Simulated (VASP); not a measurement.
# BaS (Fm-3m) in VASP: settings compared

One crystal, BaS, is run at these levels: optPBE-vdW, vdW-DF2, optB88-vdW; tasks: relaxation of cell and atoms.

Everything below comes from runs of VASP 6.6.1. Logs are shortened: lines on timing, memory, paths and dates and some standing lists are left out, and cuts for length are marked.

**1. The structure**

Symmetry: Fm-3m, No. 225, cubic system. Conventional cell: a = 6.388 Å, b = 6.388 Å, c = 6.388 Å, α = 90.00°, β = 90.00°, γ = 90.00°. Ba (site symmetry m-3m) has 6 S at 3.19 Å as nearest neighbours. S (site symmetry m-3m) has 6 Ba at 3.19 Å as nearest neighbours.

**2. Relaxation of cell and atoms, optPBE-vdW**

Contents of INCAR:

```
SYSTEM = BaS
PREC = Accurate ; ENCUT = 600
EDIFF = 1E-6 ; ISMEAR = -1
SIGMA = 0.05 ; LREAL = .FALSE.
LASPH = .TRUE. ; NELM = 100
ALGO = Normal ; ISIF = 3
LWAVE = .FALSE. ; LCHARG = .FALSE.
GGA = OR ; LUSE_VDW = .TRUE.
AGGAC = 0.0 ; IBRION = 2
NSW = 40 ; EDIFFG = -0.02
```

Contents of KPOINTS:

```
regular mesh
0
G
  7 7 7
  0 0 0
```

Contents of POSCAR:

```
BaS
1.0
    0.0000000000      3.1937500000      3.1937500000
    3.1937500000      0.0000000000      3.1937500000
    3.1937500000      3.1937500000      0.0000000000
Ba S
1 1
Direct
    0.0000000000      0.0000000000      0.0000000000
    0.5000000000      0.5000000000      0.5000000000
```

Potentials or basis: VASP PAW PBE potentials, release 64 (Ba_sv, S).

Command:

```
$ cat potpaw_PBE.64/Ba_sv/POTCAR potpaw_PBE.64/S/POTCAR > POTCAR
$ mpirun -np 1 vasp_std > vasp.out
```

OUTCAR:

```text
SYSTEM = BaS
   PREC = Accurate
   ENCUT = 600
   EDIFF = 1E-6
   ISMEAR = -1
   LREAL = .FALSE.
   LASPH = .TRUE.
   NELM = 100
   ISIF = 3
   GGA = OR
   IBRION = 2
   NSW = 40
   EDIFFG = -0.02

 ion  position               nearest neighbor table
   1  0.000  0.000  0.000-   2 3.19   2 3.19   2 3.19   2 3.19   2 3.19   2 3.19
   2  0.500  0.500  0.500-   1 3.19   1 3.19   1 3.19   1 3.19   1 3.19   1 3.19

  LATTYP: Found a face centered cubic cell.
 ALAT       =     6.3875000000

  Lattice vectors:

 A1 = (   0.0000000000,   3.1937500000,   3.1937500000)
 A2 = (   3.1937500000,   0.0000000000,   3.1937500000)
 A3 = (   3.1937500000,   3.1937500000,   0.0000000000)

Analysis of symmetry for initial positions (statically):
=====================================================================
 Subroutine PRICEL returns:
 Original cell was already a primitive cell.

 Routine SETGRP: Setting up the symmetry group for a
 face centered cubic supercell.

 Subroutine GETGRP returns: Found 48 space group operations
 (whereof 48 operations were pure point group operations)
 out of a pool of 48 trial point group operations.

The static configuration has the point symmetry O_h .

Analysis of symmetry for dynamics (positions and initial velocities):
=====================================================================
 Subroutine PRICEL returns:
 Original cell was already a primitive cell.

 Routine SETGRP: Setting up the symmetry group for a
 face centered cubic supercell.

 Subroutine GETGRP returns: Found 48 space group operations
 (whereof 48 operations were pure point group operations)
 out of a pool of 48 trial point group operations.

The dynamic configuration has the point symmetry O_h .

 Subroutine INISYM returns: Found 48 space group operations
 (whereof 48 operations are pure point group operations),
 and found     1 'primitive' translations

----------------------------------------------------------------------------------------

                                     Primitive cell

  volume of cell :      65.1527

  direct lattice vectors                    reciprocal lattice vectors
     0.000000000  3.193750000  3.193750000    -0.156555773  0.156555773  0.156555773
     3.193750000  0.000000000  3.193750000     0.156555773 -0.156555773  0.156555773
     3.193750000  3.193750000  0.000000000     0.156555773  0.156555773 -0.156555773

  length of vectors
[... 69 lines left out ...]
   ISTART =      0    job   : 0-new  1-cont  2-samecut
   ICHARG =      2    charge: 1-file 2-atom 10-const
   ISPIN  =      1    spin polarized calculation?
   LNONCOLLINEAR =      F non collinear calculations
   LSORBIT =      F    spin-orbit coupling
   LASPH  =      T    aspherical Exc in radial PAW
   ENCUT  =  600.0 eV  44.10 Ry    6.64 a.u.   9.02  9.02  9.02*2*pi/ulx,y,z
   NELM   =    100;   NELMIN=  2; NELMDL= -5     # of ELM steps
   EDIFF  = 0.1E-05   stopping-criterion for ELM
   LREAL  =      F    real-space projection
   EDIFFG = -.2E-01   stopping-criterion for IOM
   NSW    =     40    number of steps for IOM
   IBRION =      2    ionic relax: 0-MD 1-quasi-New 2-CG
   NFREE  =      1    steps in history (QN), initial steepest desc. (CG)
   ISIF   =      3    stress and relaxation
   ISYM   =      2    0-nonsym 1-usesym 2-fastsym
   POTIM  = 0.5000    time-step for ionic-motion
   TEBEG  =    0.0;   TEEND  =   0.0 temperature during run
   PSTRESS=    0.0 pullay stress
   NELECT =      16.0000    total number of electrons
   NUPDOWN=      -1.0000    fix difference up-down
   EMIN   =  10.00;   EMAX   =-10.00  energy-range for DOS
   EFERMI =   0.00;   METHOD = LEGACY
   ISMEAR =    -1;   SIGMA  =   0.05  broadening in eV -4-tet -1-fermi 0-gaus
   EFERMI_NEDOS =   21; number of points for ismear=-14 and -15
   IALGO  =     38    algorithm
   IMIX   =      4    mixing-type and parameters
     AMIX     =   0.40;   BMIX     =  1.00
     AMIX_MAG =   1.60;   BMIX_MAG =  1.00
  volume/ion in A,a.u.               =      32.58       219.84
  Fermi-wavevector in a.u.,A,eV,Ry     =   1.025189  1.937326 14.299891  1.051012
  Thomas-Fermi vector in A             =   2.159016
   LORBIT       =      0    0 simple, 1 ext, 2 COOP (PROOUT), +10 PAW based schemes
   GGA     = OR    functional components
   LHFCALC =     F    Hartree Fock is set to
   AEXX    =    0.0000 exact exchange contribution
   IVDW_NL    =     1    kernel type
   BPARAM     = 6.3000
   IVDW    =     0    specifies the selected vdW correction
   LEPSILON=     F    determine dielectric tensor
   LRPA    =     F    only Hartree local field effects (RPA)
 conjugate gradient relaxation of ions
 non-spin polarized calculation
  energy-cutoff  :      600.00
  volume of cell :       65.15
 maximum number of plane-waves:      2186
   NGX = 17   NGY = 17   NGZ = 17

--------------------------------------- Ionic step        1  -------------------------------------------

 number of electron      16.0000001 magnetization

 Free energy of the ion-electron system (eV)
  ---------------------------------------------------
  ext. energy  EPLUGINS =         0.00000000
  ---------------------------------------------------
  free energy    TOTEN  =        -6.54589021 eV

  energy without entropy =       -6.54589021  energy(sigma->0) =       -6.54589021

------------------------ aborting loop because EDIFF is reached ----------------------------------------

  FORCE on cell =-STRESS in cart. coord.  units (eV):
  Direction    XX          YY          ZZ          XY          YZ          ZX
  --------------------------------------------------------------------------------------
  -------------------------------------------------------------------------------------
  Total        0.6630934      0.6630934      0.6630934      0.0000000      0.0000000     -0.0000000
  in kB       16.3061917     16.3061917     16.3061917      0.0000000      0.0000000     -0.0000000
  external PRESSURE =      16.3061917 kB  Pullay stress =       0.0000000 kB
[... 63 lines left out ...]
--------------------------------------- Ionic step        3  -------------------------------------------

 number of electron      16.0000001 magnetization

 Free energy of the ion-electron system (eV)
  ---------------------------------------------------
  ext. energy  EPLUGINS =         0.00000000
  ---------------------------------------------------
  free energy    TOTEN  =        -6.55745794 eV

  energy without entropy =       -6.55745794  energy(sigma->0) =       -6.55745794

 E-fermi :   2.2501     XC(G=0):  -8.4561

 val. band max:        1.2507124383   @ k =   0.0000   0.0000   0.0000
 cond. band min:       3.5108832058   @ k =   0.4286   0.4286   0.0000
 fundamental gap:      2.2601707675
 Fermi energy:         2.2500837148

 k-point     1 :       0.0000    0.0000    0.0000
  band No.  band energies     occupation
      1     -24.9876      2.00000
      2     -10.0297      2.00000
      3     -10.0297      2.00000
      4     -10.0297      2.00000
      5      -9.0457      2.00000
      6       1.2507      2.00000
      7       1.2507      2.00000
      8       1.2507      2.00000
      9       4.7654      0.00000
     10       5.1261      0.00000
     11       5.1261      0.00000
     12       5.1261      0.00000
[... 316 lines left out ...]
  energy  without entropy=       -6.5574579395  energy(sigma->0) =       -6.55745794

Total vdW correction in eV:      2.5728216

 reached required accuracy - stopping structural energy minimisation
```

Run time: 2.6 min. Hardware: 1 thread of Intel Xeon 6975P-C (Granite Rapids), shared host; peak memory 0.45 GiB.

What came out:

| Quantity | Value |
| --- | --- |
| Free energy | -6.5575 eV |
| Relaxed volume | 33.75 Å³/atom |
| Relaxed cell | a = 4.570 Å, b = 4.570 Å, c = 4.570 Å, α = 60.00°, β = 60.00°, γ = 60.00° |
| Space group after relaxing (to 0.05 Å) | Fm-3m (No. 225) |
| Energy gained by relaxing | 5.8 meV/atom |
| Ionic steps | 3 |
| Pressure after relaxing | 0.0 GPa |
| Band gap on the k mesh | 2.26 eV, indirect (least direct gap 2.42 eV) |

The path:
| step | energy change (eV) | largest force (eV/Å) | pressure (GPa) | volume (Å³) |
| --- | --- | --- | --- | --- |
| 1 | 0.0000 | 0.0000 | 1.63 | 65.15 |
| 2 | -0.0102 | 0.0000 | -0.51 | 68.33 |
| 3 | -0.0116 | 0.0000 | 0.00 | 67.50 |

Final structure:
```
Ba S
1.0
     0.00000    3.23161    3.23161
     3.23161    0.00000    3.23161
     3.23161    3.23161    0.00000
Ba S
1 1
Cartesian
  0.0000 0.0000 0.0000
  3.2316 3.2316 3.2316
```

Caveat: the PAW data sets were made with another functional, which shifts forces and pressure a little; spin-orbit coupling is left out, which moves the levels of the heavy elements; an odd mesh through Γ misses points on the zone boundary, where band edges often lie. Zero-point motion and thermal expansion aren't in these numbers.

**3. Relaxation of cell and atoms, vdW-DF2**

Contents of INCAR:

```
PREC     = Accurate       # precision mode
ENCUT    = 600            # plane-wave cutoff, eV
EDIFF    = 1E-6           # SCF threshold, eV
ISMEAR   = -1             # smearing method
SIGMA    = 0.05           # smearing width, eV
LREAL    = F              # projectors in reciprocal space
LASPH    = T              # aspherical terms in the spheres
NELM     = 100            # most SCF steps
ALGO     = Normal         # electronic algorithm
ISIF     = 3              # what is computed and relaxed
LWAVE    = F              # write WAVECAR
LCHARG   = F              # write CHGCAR
GGA      = ML             # functional
LUSE_VDW = T            
AGGAC    = 0.0          
ZAB_VDW  = -1.8867      
IBRION   = 2              # ionic algorithm
NSW      = 40             # ionic steps
EDIFFG   = -0.005         # ionic threshold
```

Contents of KPOINTS:

```
Automatic mesh
0
Gamma
  7 7 7
```

POSCAR is that of step 2.

Potentials or basis: VASP PAW PBE potentials, release 64 (Ba_sv, S).

Command:

```
$ cat potpaw_PBE.64/Ba_sv/POTCAR potpaw_PBE.64/S/POTCAR > POTCAR
$ mpirun -np 1 vasp_std > vasp.out
```

It took 2.9 min on 1 thread of Intel Xeon 6975P-C (Granite Rapids), shared host; peak memory 0.47 GiB.

It converged, with:

```
Free energy                            : -6.5975 eV
Relaxed volume                         : 35.29 Å³/atom
Relaxed cell                           : a = 4.639 Å, b = 4.639 Å, c = 4.639 Å, α = 60.00°, β = 60.00°, γ = 60.00°
Space group after relaxing (to 0.05 Å) : Fm-3m (No. 225)
Energy gained by relaxing              : 30.3 meV/atom
Ionic steps                            : 3
Pressure after relaxing                : 0.0 GPa
Band gap on the k mesh                 : 2.26 eV, indirect (least direct gap 2.43 eV)
```

Step by step:
| step | energy change (eV) | largest force (eV/Å) | pressure (GPa) | volume (Å³) |
| --- | --- | --- | --- | --- |
| 1 | 0.0000 | 0.0000 | 3.84 | 65.15 |
| 2 | -0.0524 | 0.0000 | -1.16 | 72.80 |
| 3 | -0.0606 | 0.0000 | 0.02 | 70.57 |

Final structure:
```
Ba S
1.0
     0.00000    3.27999    3.27999
     3.27999    0.00000    3.27999
     3.27999    3.27999    0.00000
Ba S
1 1
Direct
  0.00000 0.00000 0.00000
  0.50000 0.50000 0.50000
```

Levels at points of the mesh, in eV from the valence-band top:
| k point | band 6 | band 7 | band 8 | band 9 | band 10 | band 11 |
| --- | --- | --- | --- | --- | --- | --- |
| (0.00, 0.00, 0.00) | 0.00 | 0.00 | 0.00 | 3.23 | 3.79 | 3.79 |

Caveat: the PAW data sets were made with another functional, which shifts forces and pressure a little; spin-orbit coupling is left out, which moves the levels of the heavy elements; an odd mesh through Γ misses points on the zone boundary, where band edges often lie.

**4. Relaxation of cell and atoms, optB88-vdW**

Contents of INCAR:

```
SYSTEM = BaS
PREC     = Accurate       ! precision mode
ENCUT    = 600            ! plane-wave cutoff, eV
EDIFF    = 1E-7           ! SCF threshold, eV
ISMEAR   = -1             ! smearing method
SIGMA    = 0.05           ! smearing width, eV
LREAL    = .FALSE.        ! projectors in reciprocal space
LASPH    = .TRUE.         ! aspherical terms in the spheres
NELM     = 80             ! most SCF steps
ALGO     = Normal         ! electronic algorithm
ISIF     = 3              ! what is computed and relaxed
LWAVE    = .FALSE.        ! write WAVECAR
LCHARG   = .FALSE.        ! write CHGCAR
GGA      = BO             ! functional
LUSE_VDW = .TRUE.       
AGGAC    = 0.0          
PARAM1   = 0.1833333333 
PARAM2   = 0.22         
IBRION   = 2              ! ionic algorithm
NSW      = 40             ! ionic steps
EDIFFG   = -0.02          ! ionic threshold
```

Contents of KPOINTS:

```
Automatic mesh
0
G
  7 7 7
  0 0 0
```

POSCAR is that of step 3.

Command:

```
$ cat potpaw_PBE.64/Ba_sv/POTCAR potpaw_PBE.64/S/POTCAR > POTCAR
$ mpirun -np 1 vasp_std > vasp.out
```

Wall time 3.2 min (1 thread of Intel Xeon 6975P-C (Granite Rapids), shared host); peak memory 0.47 GiB.

It converged, with:

| Item | Value |
| --- | --- |
| Free energy | -6.7748 eV |
| Relaxed volume | 33.12 Å³/atom |
| Relaxed cell | a = 4.541 Å, b = 4.541 Å, c = 4.541 Å, α = 60.00°, β = 60.00°, γ = 60.00° |
| Space group after relaxing (to 0.05 Å) | Fm-3m (No. 225) |
| Energy gained by relaxing | 1.3 meV/atom |
| Ionic steps | 3 |
| Pressure after relaxing | 0.0 GPa |
| Band gap on the k mesh | 2.18 eV, indirect (least direct gap 2.33 eV) |

The path:
| step | energy change (eV) | largest force (eV/Å) | pressure (GPa) | volume (Å³) |
| --- | --- | --- | --- | --- |
| 1 | 0.0000 | 0.0000 | 0.77 | 65.15 |
| 2 | -0.0022 | 0.0000 | -0.27 | 66.64 |
| 3 | -0.0026 | 0.0000 | 0.00 | 66.23 |

Final structure:
```
CELL_PARAMETERS angstrom
0.00000 3.21129 3.21129
3.21129 0.00000 3.21129
3.21129 3.21129 0.00000
ATOMIC_POSITIONS crystal
Ba 0.00000 0.00000 0.00000
S 0.50000 0.50000 0.50000
```

Levels at points of the mesh, in eV from the valence-band top:
```
           k point  band 6  band 7  band 8  band 9  band 10  band 11
(0.00, 0.00, 0.00)    0.00    0.00    0.00    3.50     3.84     3.84
```

Caveat: the PAW data sets were made with another functional, which shifts forces and pressure a little; spin-orbit coupling is left out, which moves the levels of the heavy elements; an odd mesh through Γ misses points on the zone boundary, where band edges often lie.

**5. For comparison**

An earlier run on the cell as given: functional PBEsol; potentials or basis VASP PAW PBE potentials, release 64 (Ba_sv, S); cutoff 520 eV; k mesh 7 × 7 × 7; occupations fermi-dirac, width 0.05 eV; no spin polarisation.

- Pressure: -0.5 GPa
- Band gap on the k mesh: 2.04 eV, indirect (least direct gap 2.19 eV)

**6. Overview**

```tsv
task	level	cell	cutoff (eV)	ladder	gap on the mesh (eV)	pressure (GPa)	relaxed volume (Å³/atom)
relaxation of cell and atoms	optPBE-vdW	relaxed	600	-	2.26	0.0	33.75
relaxation of cell and atoms	vdW-DF2	relaxed	600	-	2.26	0.0	35.29
relaxation of cell and atoms	optB88-vdW	relaxed	600	-	2.18	0.0	33.12
single point	PBEsol	as given	520	free	2.04	-0.5	-
```

Alike in all rows: potentials or basis VASP PAW PBE potentials, release 64 (Ba_sv, S); no spin polarisation; k mesh 7 × 7 × 7; smearing fermi-dirac 0.05 eV.

Caveats: the PAW data sets were made with another functional, which shifts forces and pressure a little; spin-orbit coupling is left out, which moves the levels of the heavy elements; an odd mesh through Γ misses points on the zone boundary, where band edges often lie.

Absolute energies hang on the potentials; compare differences alone.
